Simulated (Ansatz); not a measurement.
Nb in Ansatz: the effect of functional

The system is Nb.

```xyz
1
Lattice="0.0000 2.1008 2.1008 2.1008 0.0000 2.1008 2.1008 2.1008 0.0000" Properties=species:S:1:pos:R:3 pbc="T T T"
Nb    0.0000    0.0000    0.0000
```

This isn't the form of Nb at room conditions, which is bcc.

The cell isn't the ideal one: volume scaled by 0.98.

Alike in all runs:

```yaml
Program: Ansatz 0.2.0
Task: single point
Potentials_or_basis: Ansatz PAW
k_mesh: 11 × 11 × 11
Occupations: fermi-dirac, width 0.05 eV
Spin: no spin polarisation
```

One run gave: pressure 0.8 GPa. Which functional did it use?
A. r2SCAN
B. LDA
C. PBEsol

A.

| functional | cutoff | pressure (GPa) |
| --- | --- | --- |
| LDA | 420 eV (not typed: the program's choice for these potentials) | -8.0 |
| PBEsol | 420 eV (not typed: the program's choice for these potentials) | -4.3 |
| r2SCAN | 500 eV (not typed: the program's choice for these potentials) | 0.8 |

Caveats: the PAW data sets come from PBE, with cores solved anew for the run's functional, which leaves a small shift of forces and pressure.
